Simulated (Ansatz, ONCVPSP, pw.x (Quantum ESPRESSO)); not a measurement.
**Equation-of-state test of one ONCV potential (Mg (Z = 12))**

- Element: magnesium (Mg)
- Generator: ONCVPSP 4.0.1.1 (patched build)
- Type: optimised norm-conserving Vanderbilt (ONCV)
- Functional: PBE
- Relativity: scalar-relativistic
- Frozen core: [Ne]
- Valence charge: 2
- Reference configuration: 3s2
- Partial waves: 3s: rc 2.40 bohr, ncon 4, nbas 9, qcut 2.7 1/bohr, 1 projector; p scattering state at 0.42 Ha: rc 2.25 bohr, ncon 3, nbas 7, qcut 4.3 1/bohr, 2 projectors, debl 2.5 Ha; d scattering state at 0.13 Ha: rc 2.45 bohr, ncon 3, nbas 7, qcut 3.3 1/bohr, 2 projectors, debl 2.2 Ha
- Local potential: polynomial inside 1.50 bohr (lpopt 2, dvloc0 3 Ha)
- Core correction: Teter function, fcfact 3.75, rcfact 1.3

Crystal test: fcc Mg in pw.x 7.5, no spin, 13³ k-points, Fermi–Dirac smearing 0.01 Ry, cutoffs 50/200 Ry. The lattice is a test structure that the element need not adopt, and mesh and smearing are coarse.

pw.x input:

```
&control
  calculation='scf', prefix='x', pseudo_dir='./', outdir='./tmp', tstress=.true., disk_io='low'
/
&system
  ibrav=0, nat=1, ntyp=1, ecutwfc=50, ecutrho=200, nbnd=8,
  occupations='smearing', smearing='fd', degauss=0.01
/
&electrons
  conv_thr=1e-09, mixing_beta=0.4, electron_maxstep=70
/
ATOMIC_SPECIES
Mg 1.0 Mg.UPF
CELL_PARAMETERS angstrom
  0.00000000 2.26363734 2.26363734
  2.26363734 0.00000000 2.26363734
  2.26363734 2.26363734 0.00000000
ATOMIC_POSITIONS crystal
Mg 0.0000 0.0000 0.0000
K_POINTS automatic
13 13 13 0 0 0
```

```bash
pw.x < Mg.scf.in > Mg.scf.out
```

Task: How does the run end?

Result: It converges; the pressure is -0.43 GPa against -0.07 GPa from all-electron LAPW. Atomic configuration tests: 1 of 4 tests not solved or not reliable. The log shows:

```
Message from routine setup:
     using ibrav=0 with symmetry is DISCOURAGED, use correct ibrav instead
     lattice parameter (alat)  =       6.0495  a.u.
     unit-cell volume          =     156.5479 (a.u.)^3
     number of electrons       =         2.00
     number of Kohn-Sham states=            8
     kinetic-energy cutoff     =      50.0000  Ry
     charge density cutoff     =     200.0000  Ry
     scf convergence threshold =      1.0E-09
     Exchange-correlation= PBE
     number of k points=    84  Fermi-Dirac smearing, width (Ry)=  0.0100
     iteration #  1     ecut=    50.00 Ry     beta= 0.40
     total energy              =      -1.97912638 Ry
     estimated scf accuracy    <       0.00394973 Ry
     iteration #  2     ecut=    50.00 Ry     beta= 0.40
     total energy              =      -1.97887664 Ry
     estimated scf accuracy    <       0.00138083 Ry
     iteration #  3     ecut=    50.00 Ry     beta= 0.40
     total energy              =      -1.97888882 Ry
     estimated scf accuracy    <       0.00000095 Ry
     iteration #  4     ecut=    50.00 Ry     beta= 0.40
     total energy              =      -1.97888897 Ry
     estimated scf accuracy    <       0.00000011 Ry
     iteration #  5     ecut=    50.00 Ry     beta= 0.40
     the Fermi energy is     3.5255 ev
!    total energy              =      -1.97888897 Ry
     estimated scf accuracy    <          6.3E-10 Ry
     smearing contrib. (-TS)   =      -0.00202502 Ry
     The total energy is F=E-TS. E is the sum of the following terms:
     one-electron contribution =       1.26397266 Ry
     hartree contribution      =       0.00381910 Ry
     xc contribution           =      -1.10102210 Ry
     ewald contribution        =      -2.14363362 Ry
     convergence has been achieved in   5 iterations
          total   stress  (Ry/bohr**3)                   (kbar)     P=       -4.26
```
